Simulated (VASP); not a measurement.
Here is a VASP 6.6.1 calculation.

File INCAR:

```
PREC = Accurate
ENCUT = 600
EDIFF = 1E-6
ISMEAR = 0
SIGMA = 0.03
LREAL = F
LASPH = T
NELM = 80
ALGO = Normal
ISIF = 3
LWAVE = F
LCHARG = F
GGA = PS
IBRION = 2
NSW = 90
EDIFFG = -0.01
KPAR = 4
```

Contents of KPOINTS:

```
Automatic mesh
0
Gamma
  8 8 8
```

POSCAR

```
ZnSe
1.0
    0.0000000000      2.8338000000      2.8338000000
    2.8338000000      0.0000000000      2.8338000000
    2.8338000000      2.8338000000      0.0000000000
Zn Se
1 1
Direct
    0.0000000000      0.0000000000      0.0000000000
    0.2500000000      0.2500000000      0.2500000000
```

Potentials or basis: VASP PAW PBE potentials, release 64 (Zn, Se).

Run with:

```console
$ cat potpaw_PBE.64/Zn/POTCAR potpaw_PBE.64/Se/POTCAR > POTCAR
$ mpirun -np 4 vasp_std > vasp.out
```

**Question.** What does it give for the space group after relaxing (to 0.05 Å)?

**Answer.** F-43m (No. 216).

**Question.** Estimate the band gap on the k mesh.

**Answer.** 1.23 eV, direct.

Final structure:
```xyz
2
Lattice="0.0000 2.8207 2.8207 2.8207 0.0000 2.8207 2.8207 2.8207 0.0000" Properties=species:S:1:pos:R:3 pbc="T T T"
Zn    0.0000    0.0000    0.0000
Se    1.4103    1.4103    1.4103
```

 A hybrid or GW would open this gap; PBEsol tends to underestimate it.
